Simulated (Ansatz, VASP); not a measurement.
**One calculation of Ti, two programs**

```
Ti
1.0
    -1.62582    1.62582    1.62582
     1.62582   -1.62582    1.62582
     1.62582    1.62582   -1.62582
Ti
1
Direct
  0.00000 0.00000 0.00000
```

Alike in both runs: task electric field gradients; functional LDA; k mesh 18 × 18 × 18; occupations fermi-dirac, width 0.05 eV; no spin polarisation.

```csv
,VASP,Ansatz
version,VASP 6.6.1,Ansatz 0.2.0
potentials or method,"VASP PAW LDA potentials, release 64 (Ti_sv)","PAW with Ansatz's default frozen-core files, scalar-relativistic"
plane-wave cutoff (eV),520,420
valence electrons in the cell,12,12
```

Ansatz gave:

```
pressure (GPa)                                                 : -8.4
Vzz of the field gradient on the site that differs most (V/Å²) : 0.0
```

What did VASP give for the same quantities?

Pressure (GPa): -8.5; Vzz of the field gradient on the site that differs most (V/Å²): 0.0.
